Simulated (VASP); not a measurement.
**Shielding tensors and field gradients of KF**

Wanted: the shieldings and field gradients at the nuclei of KF. The cell is of the CsCl type, one of the forms listed for this formula, which need not be the common one. The start is a computed cell from the Materials Project.

Calculated with VASP 6.6.1; LDA; plane waves and PAW (K_sv, F), in the first sound run; inputs show where later runs differ.

Most raw output is cut from this account.

**1. The structure**

The structure is cubic, space group Pm-3m (No. 221). Conventional cell: a = 3.259 Å, b = 3.259 Å, c = 3.259 Å, α = 90.00°, β = 90.00°, γ = 90.00°. Nearest to K lie 8 F at 2.82 Å. Nearest to F lie 8 K at 2.82 Å. Farther neighbours and most contacts between anions are not listed.

As a file:

```cif
data_structure
_symmetry_space_group_name_H-M 'Pm-3m'
_symmetry_Int_Tables_number 221
_cell_length_a 3.2590
_cell_length_b 3.2590
_cell_length_c 3.2590
_cell_angle_alpha 90.000
_cell_angle_beta 90.000
_cell_angle_gamma 90.000
_cell_volume 34.61
loop_
_atom_site_label
_atom_site_type_symbol
_atom_site_symmetry_multiplicity
_atom_site_Wyckoff_symbol
_atom_site_fract_x
_atom_site_fract_y
_atom_site_fract_z
_atom_site_occupancy
K1 K 1 a 0.00000 0.00000 0.00000 1
F1 F 1 b 0.50000 0.50000 0.50000 1
```

**2. Ground state**

The next steps need an insulator, so the gap is checked first.

INCAR reads:

```
SYSTEM = KF
PREC = Accurate
ENCUT = 520
EDIFF = 1E-07
NELM = 100
ISMEAR = 0
SIGMA = 0.01
LREAL = .FALSE.
ALGO = Normal
GGA = CA
NBANDS = 14
LORBIT = 11
LWAVE = .FALSE.
LCHARG = .FALSE.
KPAR = 2
```

POSCAR reads:

```
KF
1.0
    3.2589550000      0.0000000000      0.0000000000
    0.0000000000      3.2589550000      0.0000000000
    0.0000000000      0.0000000000      3.2589550000
K F
1 1
Direct
    0.0000000000      0.0000000000      0.0000000000
    0.5000000000      0.5000000000      0.5000000000
```

KPOINTS reads:

```
Automatic mesh
0
Gamma
6 6 6
0 0 0
```

Potentials, in the order of the species: K_sv and F (PBE family, release 64).

Run with:

```console
$ mpirun -np 2 vasp_std
```

Run time: 3 s. Hardware: 2 MPI ranks of Intel Xeon Platinum 8259CL at 2.50GHz (Skylake/Cascade Lake), shared host; peak memory 0.23 GiB.

The gap is read on the k-mesh alone, so it is an upper bound where the band edges lie off the mesh. The PAW data sets were made with PBE, though LDA sets exist; this is a small mismatch.

A gap read on the k-mesh alone can miss the band edges.

Numbers from this step:

- free energy (TOTEN): -8.951 eV
- Fermi energy: -2.400 eV
- pressure: -5.741 GPa
- gap on the k-mesh: 5.912 eV
- least direct gap on the k-mesh: 5.963 eV

The cell has a gap of 5.91 eV on this mesh and a pressure of -5.7 GPa, which holds the misfit of the given cell and coordinates with this functional, and any error of cutoff, mesh and data sets.

**3. Shielding tensors**

This step: chemical shifts by linear response (GIPAW), LDA; plane waves and PAW (K_sv, F) (VASP 6.6.1).

LCHIMAG computes the induced currents by linear response. It needs tightly converged orbitals and a cutoff well above the default; LEFG adds the field gradients at no cost.

INCAR reads:

```
SYSTEM = KF
PREC = Accurate
ENCUT = 560
EDIFF = 1E-09
NELM = 100
ISMEAR = 0
SIGMA = 0.01
LREAL = .FALSE.
ALGO = Normal
GGA = CA
NBANDS = 14
LWAVE = .FALSE.
LCHARG = .FALSE.
KPAR = 2
LCHIMAG = .TRUE.
LEFG = .TRUE.
DQ = 0.001
ICHIBARE = 1
LNMR_SYM_RED = .TRUE.
```

POSCAR is that of step 2.

KPOINTS is that of step 2.

Run with:

```console
$ mpirun -np 2 vasp_std
```

Elapsed: 1.9 min, on 2 MPI ranks; peak memory 0.35 GiB; 3.9 min of CPU time.

This step gave:

- free energy (TOTEN): -8.952 eV
- pressure: -5.660 GPa

Valence and core; the G = 0 term is that of a spherical sample. NMR shielding, by row:

```
atom  isotropic shielding (ppm)  span (ppm)  skew  isotropic shielding without the G = 0 term (ppm)
  K1                       1178           0     -                                              1168
  F2                      273.5           0     -                                             262.9
```

Ordered as |Vzz| ≥ |Vxx| ≥ |Vyy|, the program's way. Electric field gradients, by row:

```
atom  Vxx (V/Å²)  Vyy (V/Å²)  Vzz (V/Å²)  asymmetry
  K1           0           0           0          -
  F2           0           0           0          -
```

**4. Results**

* K, isotropic shielding: 1178.5 ppm
* F, isotropic shielding: 273.5 ppm

At LDA the isotropic shieldings are K 1178.5 ppm; F 273.5 ppm. In the first shielding run all tensors are isotropic to 0.5 ppm, as the cubic site symmetry asks. In the undistorted cell the field gradients vanish by symmetry; what its table shows is numerical noise. Shifts were not obtained, since a shift is the shielding of a reference compound, computed alike, less these values. The G = 0 term is the part set by the sample's shape, taken here for a sphere. No finer mesh was run, so convergence in it isn't shown. VASP's guide advises NLSPLINE for shieldings, which this input doesn't set; the effect wasn't tested. Where the functional isn't the one that the data sets were made with, the shieldings hold that mismatch too. The cell is of the CsCl type, one of the forms listed for this formula, which need not be the common one. The given cell is kept, although it stands at -5.7 GPa at LDA and ENCUT = 560 eV, which holds the mismatch of the given cell with this functional, any error of the entry itself and any basis-set error.

[Lines on the potential files, build, host, timing and source positions are cut from VASP's logs without a mark.]

[Logs are printed without paths, hosts, clocks, repeated set-up lines and the standing remarks that a program may print on its own settings, such as how far it seeks lower states.]

[Hosts, paths, dates, database ids (printed as entryN), source tags and the programs' standing remarks are cut or masked in the printed files.]
